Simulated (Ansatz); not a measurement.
**Ta: further runs on the relaxed cell**

The task here is to estimate one member of a computed series from the others.

Method: DFT PBE and PBEsol (the runs whose input is shown use PBEsol), scalar-relativistic, plane waves, PAW, in Ansatz 0.2.0.

## The system as given

The structure is tetragonal, space group P-42_1m (No. 113). Conventional cell: a = 10.246 Å, b = 10.246 Å, c = 5.336 Å, α = 90.00°, β = 90.00°, γ = 90.00°. Ta (site symmetry 2mm) has 12 Ta at 2.76 to 3.07 Å in its first shell of neighbours. Ta (site symmetry 1) is surrounded by 12 Ta at 2.76 to 3.13 Å. Around Ta (site symmetry 1) lie 6 Ta at 2.73 to 2.92 Å. Ta (site symmetry m) has 9 Ta at 2.82 to 3.13 Å in its first shell of neighbours. Ta (site symmetry m) is surrounded by 7 Ta at 2.66 to 2.99 Å.

As a file:

```
Ta
1.0
    10.24554    0.00000    0.00000
     0.00000   10.24554    0.00000
     0.00000    0.00000    5.33626
Ta
30
Cartesian
  5.1228 0.0000 1.3317
  0.0000 5.1228 4.0046
  7.7961 0.6887 1.3320
  0.6887 2.4494 4.0042
  2.4494 9.5569 1.3320
  9.5569 7.7961 4.0042
  4.4341 7.5721 1.3318
  7.5721 5.8114 4.0044
  5.8114 2.6734 1.3318
  2.6734 4.4341 4.0044
  0.3555 1.3181 1.3362
  1.3181 9.8900 4.0001
  9.8900 8.9274 1.3362
  8.9274 0.3555 4.0001
  3.8047 4.7673 1.3363
  4.7673 6.4409 3.9999
  6.4409 5.4783 1.3363
  5.4783 3.8047 3.9999
  1.0751 4.0476 1.3370
  4.0476 9.1704 3.9992
  9.1704 6.1979 1.3370
  6.1979 1.0751 3.9992
  8.3877 3.2649 0.0042
  3.2649 1.8578 -0.0042
  1.8578 6.9807 0.0042
  6.9807 8.3877 -0.0042
  8.3875 3.2648 2.6650
  3.2648 1.8580 2.6713
  1.8580 6.9807 2.6650
  6.9807 8.3875 2.6713
```

It is the result of an earlier relaxation at this level (volume 18.67 Å³/atom; gap on the mesh: none (metal)).

The first run:

input.yaml reads:

```yaml
crystal:
  lattice:
    - [10.2455404876, 0.0, 0.0]
    - [0.0, 10.2455404876, 0.0]
    - [0.0, 0.0, 5.3362649902]
  atoms:
    - { symbol: Ta, position: [0.5, 0.0, 0.2495578639] }
    - { symbol: Ta, position: [0.0, 0.5, 0.7504421361] }
    - { symbol: Ta, position: [0.7609285982, 0.0672165789, 0.2496216926] }
    - { symbol: Ta, position: [0.0672165789, 0.2390714018, 0.7503783074] }
    - { symbol: Ta, position: [0.2390714018, 0.9327834211, 0.2496216926] }
    - { symbol: Ta, position: [0.9327834211, 0.7609285982, 0.7503783074] }
    - { symbol: Ta, position: [0.4327832146, 0.7390667851, 0.2495822505] }
    - { symbol: Ta, position: [0.7390667851, 0.5672167854, 0.7504177495] }
    - { symbol: Ta, position: [0.5672167854, 0.2609332149, 0.2495822505] }
    - { symbol: Ta, position: [0.2609332149, 0.4327832146, 0.7504177495] }
    - { symbol: Ta, position: [0.0346971659, 0.1286504304, 0.2504026139] }
    - { symbol: Ta, position: [0.1286504304, 0.9653028341, 0.7495973861] }
    - { symbol: Ta, position: [0.9653028341, 0.8713495696, 0.2504026139] }
    - { symbol: Ta, position: [0.8713495696, 0.0346971659, 0.7495973861] }
    - { symbol: Ta, position: [0.3713478274, 0.4653017, 0.2504278954] }
    - { symbol: Ta, position: [0.4653017, 0.6286521726, 0.7495721046] }
    - { symbol: Ta, position: [0.6286521726, 0.5346983, 0.2504278954] }
    - { symbol: Ta, position: [0.5346983, 0.3713478274, 0.7495721046] }
    - { symbol: Ta, position: [0.1049345835, 0.3950629827, 0.2505573095] }
    - { symbol: Ta, position: [0.3950629827, 0.8950654165, 0.7494426905] }
    - { symbol: Ta, position: [0.8950654165, 0.6049370173, 0.2505573095] }
    - { symbol: Ta, position: [0.6049370173, 0.1049345835, 0.7494426905] }
    - { symbol: Ta, position: [0.8186722884, 0.3186640595, 0.0007874405] }
    - { symbol: Ta, position: [0.3186640595, 0.1813277116, -0.0007874405] }
    - { symbol: Ta, position: [0.1813277116, 0.6813359405, 0.0007874405] }
    - { symbol: Ta, position: [0.6813359405, 0.8186722884, -0.0007874405] }
    - { symbol: Ta, position: [0.8186529308, 0.3186588383, 0.4994125622] }
    - { symbol: Ta, position: [0.3186588383, 0.1813470692, 0.5005874378] }
    - { symbol: Ta, position: [0.1813470692, 0.6813411617, 0.4994125622] }
    - { symbol: Ta, position: [0.6813411617, 0.8186529308, 0.5005874378] }
basis:
  ecutwfc: 420
kpoints:
  mp_grid: { grid: [4, 4, 8] }
hamiltonian:
  xc: pbesol
scf:
  occupations: { method: gaussian, width: 0.1 }
output:
  forces: true
  stress: true
  eigenvalues: true
relax:
  adjacent_minimum: "off"
  f_tol: 0.005
  max_steps: 50
  cell: { stress_tol: 0.05 }
```

Command:

```console
$ ansatz run input.yaml --threads 8 --pin off --max-ram 22528MiB --backend cpu --events-out ev --progress --plain --runs-dir out
```

Steps of the session up to this table: The cell under PBEsol; The cell under PBE+D3(BJ); The cell under LDA; The cell under r2SCAN.

One of the session's tables, all rows but one given; the rest of the session is left out.

It belongs to the step «One structure, several functionals». 

```
functional   a (Å)   b (Å)  c (Å)  volume (Å³/atom)
       PBE  10.246  10.246  5.336             18.67
    PBEsol  10.128  10.128  5.284             18.07
PBE+D3(BJ)  10.142  10.142  5.290             18.14
       LDA       ?       ?      ?                 ?
    r2SCAN  10.213  10.213  5.302             18.44
```

Estimate the missing values for LDA.

As computed: a (Å): 10.034; b (Å): 10.034; c (Å): 5.251; volume (Å³/atom): 17.62. In the column «a (Å)» it is the lowest.

To keep in mind: Warnings in the runs' records: near symmetry operation missed by atoms.
